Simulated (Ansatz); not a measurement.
TiO2:

```
Ti O
1.0
     1.49733    0.86448    6.98154
    -1.49733    0.86448    6.98154
     0.00000   -1.72897    6.98154
Ti O
1 2
Direct
  0.00000 0.00000 0.00000
  0.37953 0.37953 0.37953
  0.62047 0.62047 0.62047
```

Measurements of this composition are mostly on another form, of space group No. 141.

Base run:

| Quantity | Value |
| --- | --- |
| Program | Ansatz 0.2.0 |
| Functional | r2SCAN0 form with a typed share of exact exchange |
| Potentials or basis | Ansatz PAW |
| Cutoff | 500 eV (not typed: the program's choice for these potentials) |
| k mesh | 6 × 6 × 6 |
| Occupations | fermi-dirac, width 0.05 eV |
| Spin | no spin polarisation |

Its results: band gap on the k mesh 4.41 eV, indirect (least direct gap 4.60 eV); pressure -5.3 GPa; largest force 0.738 eV/Å.

Q: After a change of settings the same cell gave: band gap on the k mesh 5.34 eV, indirect (least direct gap 5.53 eV); pressure -6.5 GPa; largest force 0.926 eV/Å. Which change was it?
A. functional from r2SCAN0 form with a typed share of exact exchange to r2SCAN0; share of exact exchange from 0.15 to 0.25
B. share of exact exchange from 0.15 to 0.5
C. share of exact exchange from 0.15 to 0
D. share of exact exchange from 0.15 to 0.1

A: A.

Caveats: the PAW data sets come from PBE, with cores solved anew for the run's functional, which leaves a small shift of forces and pressure; the thresholds are loose for stress.
